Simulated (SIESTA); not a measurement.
MnS:

```
CELL_PARAMETERS angstrom
0.00000 2.47346 2.47346
2.47346 0.00000 2.47346
2.47346 2.47346 0.00000
ATOMIC_POSITIONS crystal
Mn 0.00000 0.00000 0.00000
S 0.75000 0.75000 0.75000
```

The cell is a database's computed one.

```yaml
Program: SIESTA 5.4.2
Task: single point
Functional: PBEsol
Potentials_or_basis: PseudoDojo 0.4 standard (PBEsol files)
Basis: DZP (energy shift 0.003 Ry; two zetas on semicore shells)
Grid_cutoff: 800 Ry
Energy_shift: 0.003 Ry
k_mesh: 9 × 9 × 9
Occupations: fermi-dirac, width 0.05 eV
Spin: collinear spin, ferromagnetic start
Starting_moments: "[4.0, 0.0] μB"
```

On this cell: pressure -1.4 GPa; largest force zero by symmetry; net moment 0.26 μB per cell; site moments Mn +0.28; S -0.01 μB; band gap on the k mesh none (metal or under the smearing width).

The same run follows on a disturbed copy (atoms moved at random, drawn with an rms of 0.05 Å):

```
Mn S
1.0
     0.00000    2.47346    2.47346
     2.47346    0.00000    2.47346
     2.47346    2.47346    0.00000
Mn S
1 1
Cartesian
  -0.0059 0.0120 -0.0006
  3.6968 3.6845 3.6093
```

Problem. What does the disturbed cell give?

Solution. The energy (extrapolated to zero smearing) moves by +40.5 meV/atom; pressure -0.4 GPa; largest force 1.536 eV/Å; net moment 0.28 μB per cell; site moments Mn +0.29; S -0.01 μB; band gap on the k mesh none (metal or under the smearing width).

Forces in eV/Å, atoms in the order of the input:
```
Mn   0.098 -0.520 -1.442
S   -0.096  0.518  1.443
```

Stress tensor (GPa, compression positive):
```
-0.36 -8.26 -2.98
-8.26 -0.37  0.10
-2.98  0.10 -0.58
```

Caveats: short orbitals over semicore shells can move pressures by several GPa; the moment fell far below its start of 4 μB, so a state of higher moment may lie lower in energy; the basis of atomic orbitals isn't converged, which shifts pressures, moduli and gaps; semilocal functionals often make such compounds metallic where correlation or magnetic order opens a gap, which also shifts bond lengths.
